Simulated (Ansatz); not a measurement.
## SiC: energy along a strain

SiC, F-43m, a = 4.348 Å (as given, not relaxed at this level: 1.3 GPa). The compound has several low-lying forms, and this is one of them. Ansatz: r2SCAN, PAW, 500 eV, Γ-centred 12×12×12 mesh on 2 atoms, Gaussian smearing 0.05 eV; no spin polarisation. Cell vectors (Å): 0.000 2.174 2.174; 2.174 0.000 2.174; 2.174 2.174 0.000. The cell is strained by x per cent times the pattern (0 0 0 0 1 0) in the order xx yy zz yz xz xy (engineering shears), with fractional coordinates held. y is the free energy over the start, V0 = 10.275 Å³/atom. Symmetry makes y even in x.

```tsv
x (%)	y (meV/atom)
-6.00	?
-3.00	8.35
0.00	0.00
0.75	0.52
1.50	2.09
2.25	4.70
3.75	13.06
4.50	18.81
5.25	25.62
```

Task: Fit y = c2 x² + c4 x⁴ to the other rows, get the stiffness along the pattern, and predict the missing energy.

Result: Least squares on the rows shown. y = 0.92754 x² + 7.1252×10⁻⁵ x⁴. The clamped-ion stiffness p·C·p = 2 × 9.275 eV × 160.2 / 10.275 Å³ = 289 GPa, which is C55 in these axes (C44 of the cubic crystal) (second derivative at the start, which stands under stress). At x = -6.00 the fit asked for gives 33.48 meV/atom. The run gave 33.49 meV/atom, so the fit is 0.01 meV/atom too low, a small miss on the scale of the series.